**Q:** I think of SnSe2 as a small-gap layered semiconductor. How much do its band edges move when a hybrid functional replaces PBEsol?

**A:** By roughly 0.9 eV for the empty states, measured from the top of the filled ones. The other filled states move by only about 0.1 eV on that scale. The table gives the PBEsol energy as the state start level. The state corrected level comes from one application of HSE06 to the unchanged PBEsol orbitals.

SnSe2 (P-3m1) in ABINIT 10.8.3: PBEsol start levels and one-shot HSE06 corrected levels, without spin–orbit coupling. The runs use PseudoDojo NC SR PBEsol v0.4.1 standard pseudopotentials, a 1061 eV plane-wave cutoff and an unshifted 5×5×3 k mesh. Each column of levels counts from its own highest filled level.

```tsv
row	state k a (reciprocal cell vector)	state k b (reciprocal cell vector)	state k c (reciprocal cell vector)	state band	state start level (eV)	state corrected level (eV)	state weight z
1	?	?	?	top filled	?	?	?
2	?	?	?	first empty	?	?	?
3	?	?	?	top filled	?	?	?
4	0.200	0.000	0.000	first empty	2.203	3.122	1.00000
5	0.400	0.000	0.000	top filled	-0.281	-0.175	1.00000
6	0.400	0.000	0.000	first empty	1.201	2.092	1.00000
7	0.200	0.200	0.000	top filled	-0.374	-0.316	1.00000
8	0.200	0.200	0.000	first empty	1.952	2.840	1.00000
9	0.400	0.200	0.000	top filled	-1.279	-1.214	1.00000
10	0.400	0.200	0.000	first empty	1.481	2.335	1.00000
11	0.000	0.000	0.333	top filled	-0.285	-0.156	1.00000
12	0.000	0.000	0.333	first empty	2.118	3.026	1.00000
13	0.200	0.000	0.333	top filled	-0.217	-0.104	1.00000
14	0.200	0.000	0.333	first empty	2.212	3.160	1.00000
15	0.400	0.000	0.333	top filled	-0.545	-0.447	1.00000
16	0.400	0.000	0.333	first empty	1.042	1.944	1.00000
17	-0.400	0.000	0.333	top filled	-0.585	-0.495	1.00000
18	-0.400	0.000	0.333	first empty	0.698	1.600	1.00000
19	-0.200	0.000	0.333	top filled	-0.353	-0.261	1.00000
20	-0.200	0.000	0.333	first empty	1.796	2.710	1.00000
21	0.200	0.200	0.333	top filled	-0.328	-0.270	1.00000
22	0.200	0.200	0.333	first empty	2.152	3.022	1.00000
23	0.400	0.200	0.333	top filled	-0.482	-0.404	1.00000
24	0.400	0.200	0.333	first empty	1.874	2.755	1.00000
```

**Q:** Three states show question marks. Can you even say where they are in reciprocal space?

**A:** Yes, by symmetry. The columns state k a, b and c locate a state along the three reciprocal vectors, and the mesh has twelve inequivalent points. Eleven can be recognised in the table, so rows 1 and 2 are the filled and empty states at the twelfth, Γ, where all three components are zero. Row 3 is the filled partner of row 4.

**Q:** And their energies?

**A:** The same calculation reports its smallest direct gap, between states at one point, as 0.964 eV in PBEsol and 1.875 eV after correction. No pair visible in full has so small a gap. Row 4 lies at 2.203 eV, too high to belong to it. The reported gaps must therefore be those at Γ.

**Q:** That gives you a difference, not two levels.

**A:** True, and the zero of each column is its own highest filled state. No visible filled level is at zero, so the top is row 1 or row 3. I favour row 1, because the Γ gap opens by 0.911 eV. If its filled state rose by 0.09 eV like the others, its empty state would have to rise by 1.00 eV, more than any visible empty level does. This makes Γ likely, not certain, since a valence top slightly away from Γ is also plausible.

**Q:** Is there a chemical reason for a small gap at Γ?

**A:** Theory offers one, though the table has no orbital characters to test it. At Γ, neighbouring layers carry the same wave function with the same sign. In the highest filled state built from Se $p_z$ orbitals, lobes of opposite sign then face each other across the space between the layers. That is antibonding and pushes the level up. In the empty state, a mixture of Sn $s$ and Se $p$, the facing lobes have equal sign, which is bonding and pulls the level down.

Away from Γ along k c, the sign relation between layers changes and both effects weaken, then reverse. The gap should widen in that direction. By the same argument, moving the layers apart should widen the gap at Γ.

**Q:** Then commit yourself, with error bars.

**A:** These are my forecasts in eV:

- Row 1: PBEsol 0, range -0.266 to 0; corrected 0, range -0.275 to 0.
- Row 2: PBEsol 0.964, range 0.698 to 0.964; corrected 1.875, range 1.600 to 1.875.
- Row 3: PBEsol -0.20, range -0.40 to 0; corrected -0.11, range -0.33 to 0.

The ranges for Γ follow from the reported direct gaps and from row 18. No empty state may lie below that row, because the run gives 0.698 and 1.600 eV as its smallest gaps of any kind. Row 3 is a judgement from neighbouring points. The state weight z, the share of a state that stays a single sharp level, will be 1 by construction, because the exchange used here doesn't depend on energy.

The withheld rows as computed:

```tsv
row	state k a (reciprocal cell vector)	state k b (reciprocal cell vector)	state k c (reciprocal cell vector)	state band	state start level (eV)	state corrected level (eV)	state weight z
1	0.000	0.000	0.000	top filled	0.000	0.000	1.00000
2	0.000	0.000	0.000	first empty	0.964	1.875	1.00000
3	0.200	0.000	0.000	top filled	-0.092	-0.012	1.00000
```

**Q:** Two direct hits. Should I be impressed?

**A:** Only a little. The reported gaps had fixed the distance between rows 1 and 2, so the open question was whether Γ holds the valence top. On this mesh it does, in both columns.

Row 3 was the harder test. It falls inside its range, but my central values were too low by about 0.1 eV in both columns. In both columns that error exceeds the state's actual distance from the top, which is 0.092 eV in PBEsol and 0.012 eV after correction.

**Q:** What went wrong there?

**A:** I gave too much weight to neighbours at k c = 0.333. A band usually leaves its maximum as a parabola, so halfway to a point it has fallen by only a quarter of the full drop. Row 5, twice as far from Γ, lies at -0.281 eV, and a quarter of that is -0.07 eV. With hindsight, that would have been the better PBEsol estimate, although row 5 lies so near the zone boundary that a parabola is only a rough guide there.

**Q:** Does the layer argument survive?

**A:** Along k c, the levels agree with it. From Γ to k c = 0.333, the empty level rises by 1.15 eV and the highest filled level falls by 0.29 eV. The smaller fall may arise because another band, made of Se $p_x$ and $p_y$ orbitals that overlap little between layers, takes over as the highest filled one. That is a guess, since the table follows the order of levels and not their character.

Coupling between layers isn't the whole reason for the small gap at Γ, though. From row 2 to row 4 the empty level rises by 1.24 eV while k c stays at zero, so the phase from one layer to the next doesn't change. Bonding within the layers must matter too.

**Q:** Could I skip the hybrid calculation and simply shift the PBEsol levels?

**A:** For most levels in this table, yes, but the shifts themselves have to come from hybrid results for the same compound. I fitted one constant shift for filled and one for empty states to the 21 rows visible at first:

$$E_{\text{corrected}} = E_{\text{start}} + \Delta,\qquad \Delta_{\text{filled}} = 0.09\ \text{eV},\quad \Delta_{\text{empty}} = 0.90\ \text{eV}.$$

For row 2, which was not in the fit, this gives 0.964 + 0.898 = 1.862 eV, against 1.875 eV computed. The printed output below shows the fit and all forecasts.

Theory offers a reason for the large difference between the two shifts, though nothing here tests it. The fraction of exact exchange in HSE06 removes part of the spurious repulsion of an electron with itself, which lowers filled states relative to empty ones.

**Q:** Where does the rule fail?

**A:** At the valence top itself. The rule would put row 1 at 0.09 eV, above the zero that this state defines. Read the other way round, HSE06 lowers the top state at Γ by about 0.09 eV relative to a typical filled state.

This has a consequence for row 3, which ends only 0.012 eV below the top. Spin–orbit coupling, left out here, or a finer mesh could move the valence maximum away from Γ.

**Q:** And if I want SnSe2 as a transistor channel?

**A:** The gap limits how well the channel can be switched off, so the level of theory matters: the smallest gap on this mesh is 0.70 eV in PBEsol and 1.60 eV after correction. Don't take either number as a final gap. The conduction minimum of SnSe2 is known to lie at or near L, the zone-boundary point (0.5, 0, 0.5), which this mesh doesn't contain. Row 18 is merely close to it, so the minimum at this level of theory is probably lower. The number of bands, the cutoffs and the mesh were not tested for convergence either, so the shift of about 0.9 eV is provisional too.

Printed output of the fit:

```
smallest visible direct gap in PBEsol, eV: 1.283
smallest visible direct gap after correction, eV: 2.095
smallest opening of a visible pair, eV: 0.779
largest opening of a visible pair, eV: 0.835
opening of the reported direct gap, eV: 0.911
shifts of the visible filled levels, eV: 0.106, 0.058, 0.065, 0.129, 0.113, 0.098, 0.09, 0.092, 0.058, 0.078
shifts of the visible empty levels, eV: 0.919, 0.891, 0.888, 0.854, 0.908, 0.948, 0.902, 0.902, 0.914, 0.87, 0.881
fit of shift on 21 rows: constant 0.0887 +/- 0.0078, coefficient of one 0.8092 +/- 0.011; rms 0.0236, worst 14 -0.0501, leave-one-out rms 0.026
  rows outside the fit (model, value, miss): 1 0.0887, 0, 0.0887; 2 0.8979, 0.911, -0.0131; 3 0.0887, 0.08, 0.0087
forecast PBEsol levels of rows 1 to 3, eV: 0, 0.964, -0.2
lower ends of these forecasts, eV: -0.266, 0.698, -0.4
upper ends of these forecasts, eV: 0, 0.964, 0
computed PBEsol levels of rows 1 to 3, eV: 0, 0.964, -0.092
forecast less computed PBEsol level, eV: 0, 0, -0.108
forecast corrected levels of rows 1 to 3, eV: 0, 1.875, -0.11
lower ends of the corrected forecasts, eV: -0.275, 1.6, -0.33
upper ends of the corrected forecasts, eV: 0, 1.875, 0
computed corrected levels of rows 1 to 3, eV: 0, 1.875, -0.012
forecast less computed corrected level, eV: 0, 0, -0.098
PBEsol empty level of row 12 less that of row 2, eV: 1.154
PBEsol filled level of row 1 less that of row 11, eV: 0.285
```
